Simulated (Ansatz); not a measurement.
# AgCl: the cost of one run

Program: Ansatz 0.2.0. Level of theory: DFT PBE, scalar-relativistic, plane waves, PAW. These are calculated values, not measurements.

1 further run of the same task is left out (set aside as unsound or not needed).

### Step 1. The system as given

The structure is cubic, space group Pm-3m (No. 221). The conventional cell has a = 3.510 Å, b = 3.510 Å, c = 3.510 Å, α = 90.00°, β = 90.00°, γ = 90.00°. Around Ag (site symmetry m-3m) lie 8 Cl at 3.04 Å. Cl (site symmetry m-3m) is surrounded by 8 Ag at 3.04 Å.

Coordinates:

```cif
data_structure
_symmetry_space_group_name_H-M 'Pm-3m'
_symmetry_Int_Tables_number 221
_cell_length_a 3.5100
_cell_length_b 3.5100
_cell_length_c 3.5100
_cell_angle_alpha 90.000
_cell_angle_beta 90.000
_cell_angle_gamma 90.000
_cell_volume 43.24
loop_
_atom_site_label
_atom_site_type_symbol
_atom_site_symmetry_multiplicity
_atom_site_Wyckoff_symbol
_atom_site_fract_x
_atom_site_fract_y
_atom_site_fract_z
_atom_site_occupancy
Ag1 Ag 1 a 0.00000 0.00000 0.00000 1
Cl1 Cl 1 b 0.50000 0.50000 0.50000 1
```

This is candidate A: caesium chloride type (Pm-3m, No. 221).

(A quick probe on a coarse mesh, which set the mesh and smearing, is not shown.)

### Step 3. Full relaxation (candidate A)

File input.yaml:

```yaml
crystal:
  lattice:
    - [3.5099708697, 0.0, 0.0]
    - [0.0, 3.5099708697, 0.0]
    - [0.0, 0.0, 3.5099708697]
  atoms:
    - { symbol: Ag, position: [0.0, 0.0, 0.0] }
    - { symbol: Cl, position: [0.5, 0.5, 0.5] }
basis:
  ecutwfc: 420
kpoints:
  mp_grid: { grid: [10, 10, 10] }
hamiltonian:
  xc: pbe
scf:
  occupations: { method: gaussian, width: 0.02 }
output:
  forces: true
  stress: true
  eigenvalues: true
relax:
  adjacent_minimum: "off"
  f_tol: 0.01
  max_steps: 80
  cell: { stress_tol: 0.05 }
```

Command:

```bash
> ansatz run input.yaml --threads 1 --pin off --max-ram 2560MiB --backend cpu --events-out ev --progress --plain --runs-dir out
```

Q: Estimate wall time and peak memory on 1 thread of AMD EPYC 9R45 (Zen 5), shared host.

About 4.1 s, with a peak of 0.41 GiB.
